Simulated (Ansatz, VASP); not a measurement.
## GaN in VASP and in Ansatz

POSCAR

```
GaN
1.0
    2.6955546006      0.0000000000      0.0000000000
    0.0000000000      2.6955546006      0.0000000000
    0.0000000000      0.0000000000      2.6955546006
Ga N
1 1
Direct
    0.0000000000      0.0000000000      0.0000000000
    0.5000000000      0.5000000000      0.5000000000
```

Contents of INCAR.step1:

```
SYSTEM = GaN
PREC = Accurate
ENCUT = 520
EDIFF = 1E-5
ISMEAR = -1
SIGMA = 0.02
LREAL = .FALSE.
LASPH = .TRUE.
NELM = 60
ALGO = Normal
ISIF = 2
LWAVE = .TRUE.
LCHARG = .FALSE.
NBANDS = 16
GGA = PE
```

File INCAR.step2:

```
SYSTEM = GaN
PREC = Accurate
ENCUT = 520
EDIFF = 1E-6
ISMEAR = -1
SIGMA = 0.02
LREAL = .FALSE.
LASPH = .TRUE.
NELM = 60
ALGO = Normal
ISIF = 2
LWAVE = .FALSE.
LCHARG = .FALSE.
GGA = PE
LHFCALC = .TRUE.
HFSCREEN = 0.2079
PRECFOCK = Normal
NBANDS = 16
ISTART = 1
```

Contents of KPOINTS:

```
regular mesh
0
G
  4 4 4
  0 0 0
```

Input for Ansatz:

```yaml
crystal:
  lattice:
    - [2.6955546006, 0.0, 0.0]
    - [0.0, 2.6955546006, 0.0]
    - [0.0, 0.0, 2.6955546006]
  atoms:
    - { symbol: Ga, position: [0.0, 0.0, 0.0] }
    - { symbol: "N", position: [0.5, 0.5, 0.5] }
kpoints:
  mp_grid: { grid: [4, 4, 4] }
hamiltonian:
  xc: hse06
scf:
  occupations: { method: fermi_dirac, width: 0.02 }
  n_extra_bands: 4
output:
  forces: true
  stress: true
  eigenvalues: true
```

The cell was built by a generator and needn't be a form met in nature.

Alike in both runs: task single point; functional HSE06; k mesh 4 × 4 × 4; occupations fermi-dirac, width 0.02 eV; no spin polarisation.

```csv
,VASP,Ansatz
version,VASP 6.6.1,Ansatz 0.2.0
potentials or method,"VASP PAW PBE potentials, release 64 (Ga_d, N)","plane waves, PAW"
plane-wave cutoff (eV),520,420
valence electrons in the cell,18,18
```

VASP gave:

```
pressure (GPa) : 0.1
```

Task: Estimate Ansatz's values.

Result: Pressure (GPa): -0.6.

The functional is the same, so the differences come from potentials, cutoffs and numerics. Ansatz warned: «filled_band_counts_differ_across_k_points».

Caveats: the k mesh is coarse (spacing up to 0.58 Å⁻¹), so the values aren't converged, least of all with exact exchange; the PAW data sets were made with another functional, which shifts forces and pressure a little (VASP).
